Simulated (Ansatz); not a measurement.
The system is K.

```
CELL_PARAMETERS angstrom
4.31044 0.00000 0.00000
0.00000 4.31044 0.00000
0.00000 0.00000 4.31044
ATOMIC_POSITIONS crystal
K 0.00000 0.00000 0.00000
```

This isn't the form of K at room conditions, which is bcc.

- Program: Ansatz 0.2.0
- Task: relaxation of cell and atoms
- Functional: PBEsol
- Dispersion: D4
- Potentials or basis: Ansatz PAW
- Cutoff: 420 eV (not typed: the program's choice for these potentials)
- k mesh: 6 × 6 × 6
- Occupations: fermi-dirac, width 0.05 eV
- Spin: no spin polarisation

At the start: volume 80.09 Å³/atom.

Q: Where does the relaxation end?

A: It ends after 5 steps and the volume is 73.79 Å³/atom (-7.9 %); space group Pm-3m (No. 221, to 0.05 Å).

Step by step:
```tsv
step	energy change (eV)	largest force (eV/Å)	volume (Å³)
1	0.0000	0.0000	80.09
2	-0.0008	0.0000	79.47
3	-0.0045	0.0000	73.04
4	-0.0046	0.0000	73.79
5	-0.0046	0.0000	73.79
```

Final structure:
```
K
1.0
     4.19445    0.00000    0.00000
     0.00000    4.19445    0.00000
     0.00000    0.00000    4.19445
K
1
Cartesian
  0.0000 0.0000 0.0000
```

Caveat: the plane-wave basis is chosen anew once the cell has moved, so the energies of steps on either side of that aren't comparable; pairwise dispersion overbinds metals, which lowers pressure and volume; the PAW data sets come from PBE, with cores solved anew for the run's functional, which leaves a small shift of forces and pressure.
